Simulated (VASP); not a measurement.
# C in VASP: reference runs, part 3 of 3

VASP 6.6.1.

## (9) Equation of state, PBE, 33.42 Å³/atom (volume scaled by 1.06)

The input, INCAR:

```
PREC = Accurate
ENCUT = 520
EDIFF = 1E-7
ISMEAR = -1
SIGMA = 0.05
LREAL = F
LASPH = T
NELM = 80
ALGO = Normal
ISIF = 2
LWAVE = F
LCHARG = F
GGA = PE
NBANDS = 16
```

The input, KPOINTS:

```
Automatic mesh
0
Gamma
  12 12 2
```

The input, POSCAR:

```
C
1.0
    2.5044010599      0.0000000000      0.0000000000
   -1.2522005300      2.1688749392      0.0000000000
    0.0000000000      0.0000000000     24.6072952438
C
4
Direct
    0.6666666667      0.3333333333      0.5704754400
    0.3333333333      0.6666666667      0.4295245600
    0.0000000000      0.0000000000      0.4295312300
    0.0000000000      0.0000000000      0.5704687700
```

Potentials or basis: VASP PAW PBE potentials, release 64 (C).

Run with:

```console
cat potpaw_PBE.64/C/POTCAR > POTCAR
mpirun -np 1 vasp_std > vasp.out
```

OUTCAR:

```text
PREC = Accurate
   ENCUT = 520
   EDIFF = 1E-7
   ISMEAR = -1
   LREAL = F
   LASPH = T
   NELM = 80
   ISIF = 2
   GGA = PE

 Found     38 irreducible k-points:

 Following reciprocal coordinates:
            Coordinates               Weight
  0.000000  0.000000  0.000000      1.000000
  0.083333 -0.000000  0.000000      6.000000
  0.166667  0.000000  0.000000      6.000000
  0.250000  0.000000  0.000000      6.000000
  0.333333 -0.000000  0.000000      6.000000
  0.416667 -0.000000  0.000000      6.000000
   k-points           NKPTS =     38   k-points in BZ     NKDIM =     38   number of bands    NBANDS=     16
   number of dos      NEDOS =    301   number of ions     NIONS =      4
   total plane-waves  NPLWV =  76800
   dimension x,y,z NGX =    20 NGY =   20 NGZ =  192
   dimension x,y,z NGXF=    40 NGYF=   40 NGZF=  384
   ions per type =               4
   NGX,Y,Z   is equivalent  to a cutoff of  13.28, 13.28, 12.97 a.u.
   NGXF,Y,Z  is equivalent  to a cutoff of  26.55, 26.55, 25.94 a.u.
 SYSTEM =  unknown system
   PREC   = accura    normal or accurate (medium, high low for compatibility)
   ISTART =      0    job   : 0-new  1-cont  2-samecut
   ICHARG =      2    charge: 1-file 2-atom 10-const
   ISPIN  =      1    spin polarized calculation?
   LNONCOLLINEAR =      F non collinear calculations
   LSORBIT =      F    spin-orbit coupling
   LASPH  =      T    aspherical Exc in radial PAW
   ENCUT  =  520.0 eV  38.22 Ry    6.18 a.u.   4.66  4.66 45.75*2*pi/ulx,y,z
   NELM   =     80;   NELMIN=  2; NELMDL= -5     # of ELM steps
   EDIFF  = 0.1E-06   stopping-criterion for ELM
   LREAL  =      F    real-space projection
   EDIFFG = 0.1E-05   stopping-criterion for IOM
   NSW    =      0    number of steps for IOM
   IBRION =     -1    ionic relax: 0-MD 1-quasi-New 2-CG
   NFREE  =      0    steps in history (QN), initial steepest desc. (CG)
   ISIF   =      2    stress and relaxation
   ISYM   =      2    0-nonsym 1-usesym 2-fastsym
   POTIM  = 0.5000    time-step for ionic-motion
   TEBEG  =    0.0;   TEEND  =   0.0 temperature during run
   PSTRESS=    0.0 pullay stress
   NELECT =      16.0000    total number of electrons
   NUPDOWN=      -1.0000    fix difference up-down
   EMIN   =  10.00;   EMAX   =-10.00  energy-range for DOS
   EFERMI =   0.00;   METHOD = LEGACY
   ISMEAR =    -1;   SIGMA  =   0.05  broadening in eV -4-tet -1-fermi 0-gaus
   EFERMI_NEDOS =   21; number of points for ismear=-14 and -15
   IALGO  =     38    algorithm
   IMIX   =      4    mixing-type and parameters
     AMIX     =   0.40;   BMIX     =  1.00
     AMIX_MAG =   1.60;   BMIX_MAG =  1.00
  volume/ion in A,a.u.               =      33.42       225.50
  Fermi-wavevector in a.u.,A,eV,Ry     =   0.806828  1.524683  8.856995  0.650971
  Thomas-Fermi vector in A             =   1.915333
   LORBIT       =      0    0 simple, 1 ext, 2 COOP (PROOUT), +10 PAW based schemes
   GGA     = PE    functional components
   LHFCALC =     F    Hartree Fock is set to
   AEXX    =    0.0000 exact exchange contribution
   IVDW    =     0    specifies the selected vdW correction
   LEPSILON=     F    determine dielectric tensor
   LRPA    =     F    only Hartree local field effects (RPA)
 non-spin polarized calculation
  energy-cutoff  :      520.00
  volume of cell :      133.66
 maximum number of plane-waves:      3636
 NGX is ok and might be reduce to    20
   NGX =  9   NGY =  9   NGZ = 91

 number of electron      15.9999999 magnetization

 Free energy of the ion-electron system (eV)
  ---------------------------------------------------
  ext. energy  EPLUGINS =         0.00000000
  ---------------------------------------------------
  free energy    TOTEN  =       -36.82262099 eV

  energy without entropy =      -36.82063028  energy(sigma->0) =      -36.82162563

 E-fermi :  -1.9971     XC(G=0):  -3.1550

 val. band max:       -1.9971762815   @ k =   0.3333   0.3333   0.5000
 cond. band min:      -1.7080090065   @ k =   0.3333   0.3333   0.5000
 fundamental gap:      0.2891672751
 Fermi energy:        -1.9970826392

 k-point     1 :       0.0000    0.0000    0.0000
  band No.  band energies     occupation
      1     -21.1973      2.00000
      2     -21.0788      2.00000
      3      -9.7063      2.00000
      4      -8.8705      2.00000
      5      -5.0462      2.00000
      6      -5.0462      2.00000
[... 8 lines left out ...]
     15       4.9386      0.00000
     16       6.0146      0.00000
[... 77 lines left out ...]
 k-point     6 :       0.4167   -0.0000    0.0000
  band No.  band energies     occupation
      1     -17.3209      2.00000
      2     -17.2326      2.00000
      3     -13.5530      2.00000
      4     -13.4897      2.00000
      5      -8.1305      2.00000
      6      -8.1092      2.00000
[... 8 lines left out ...]
     15       8.0601      0.00000
     16       8.6666      0.00000

 [... further k-points ...]
[... 5 lines left out ...]
  --------------------------------------------------------------------------------------
  -------------------------------------------------------------------------------------
  Total       -3.8826626     -3.8826626      0.2354905      0.0000000      0.0000000      0.0000000
  in kB      -46.5412419    -46.5412419      2.8228107      0.0000000      0.0000000      0.0000000
  external PRESSURE =     -30.0865577 kB  Pullay stress =       0.0000000 kB

 VOLUME and BASIS-vectors are now :
 -----------------------------------------------------------------------------
  energy-cutoff  :      520.00
  volume of cell :      133.66
      direct lattice vectors                 reciprocal lattice vectors
     2.504401060  0.000000000  0.000000000     0.399297068  0.230534270  0.000000000
    -1.252200530  2.168874939  0.000000000     0.000000000  0.461068539  0.000000000
     0.000000000  0.000000000 24.607295244     0.000000000  0.000000000  0.040638355

 POSITION                                       TOTAL-FORCE (eV/Angst)
 -----------------------------------------------------------------------------------
      1.25220      0.72296     14.03786         0.000000     -0.000000      0.044920
     -0.00000      1.44592     10.56944         0.000000      0.000000     -0.044920
      0.00000      0.00000     10.56960         0.000000     -0.000000     -0.028702
      0.00000      0.00000     14.03769        -0.000000      0.000000      0.028702
 -----------------------------------------------------------------------------------
    total drift:                               -0.000000      0.000000      0.000000

  FREE ENERGIE OF THE ION-ELECTRON SYSTEM (eV)
  ---------------------------------------------------
  free  energy   TOTEN  =       -36.8226209895 eV

  energy  without entropy=      -36.8206302780  energy(sigma->0) =      -36.82162563
```

OSZICAR:

```text
N       E                     dE             d eps       ncg     rms          rms(c)
DAV:   1     0.111726496588E+03    0.11173E+03   -0.61064E+03  1216   0.766E+02
DAV:   2    -0.261778058809E+02   -0.13790E+03   -0.12407E+03  1880   0.180E+02
DAV:   3    -0.386868263580E+02   -0.12509E+02   -0.12385E+02  1616   0.615E+01
[... 16 lines left out ...]
DAV:  20    -0.368226204367E+02   -0.32977E-06   -0.58117E-09  1216   0.318E-04    0.522E-05
DAV:  21    -0.368226207354E+02   -0.29868E-06   -0.34393E-09  1128   0.229E-04    0.367E-05
DAV:  22    -0.368226208421E+02   -0.10667E-06   -0.47630E-10  1128   0.126E-04    0.541E-05
DAV:  23    -0.368226209715E+02   -0.12945E-06   -0.46780E-10  1000   0.102E-04    0.606E-05
DAV:  24    -0.368226209895E+02   -0.17938E-07   -0.17086E-11  1216   0.404E-05
   1 F= -.36822621E+02 E0= -.36821626E+02  d E =-.199071E-02
```

Run time: 99 s. Hardware: 1 thread of Intel Xeon Platinum 8488C (Sapphire Rapids), shared host; peak memory 0.27 GiB.

Results:

```
Free energy            : -36.8226 eV
Largest force          : 0.045 eV/Å
Band gap on the k mesh : none (metal or under the smearing width)
```

## (10) Equation of state, PBE

This step only gathers the single runs of the series.

What came out:

```
Equilibrium volume                        : 32.03 Å³/atom
Bulk modulus at fixed shape and positions : 76 GPa
Pressure derivative of the bulk modulus   : 3.5
```

Energy against volume, from the lowest point:
```
volume (Å³/atom)  energy (meV/atom)
          29.632              47.64
          30.263              25.02
          30.893               9.97
          31.524               1.83
          32.154               0.00
          32.785               3.95
          33.415              13.18
```

Caveat: the cell was scaled at fixed shape and fractional positions, which overstates the stiffness of a crystal with free parameters, most of all of layers and chains.

## (11) The runs side by side

| task | cell | gap on the mesh (eV) | largest force (eV/Å) |
| --- | --- | --- | --- |
| single point | as given | none | 0.05 |
| single point | atoms moved at random, drawn with an rms of 0.05 Å | 0.61 | 4.56 |
| equation of state | as given | - | - |

Alike in all rows: level PBE; potentials or basis VASP PAW PBE potentials, release 64 (C); no spin polarisation; k mesh 12 × 12 × 2; cutoff (eV) 520; smearing fermi-dirac 0.05 eV.

Caveats: the cell was scaled at fixed shape and fractional positions, which overstates the stiffness of a crystal with free parameters, most of all of layers and chains (some runs).

Absolute energies hang on the potentials; compare differences alone.
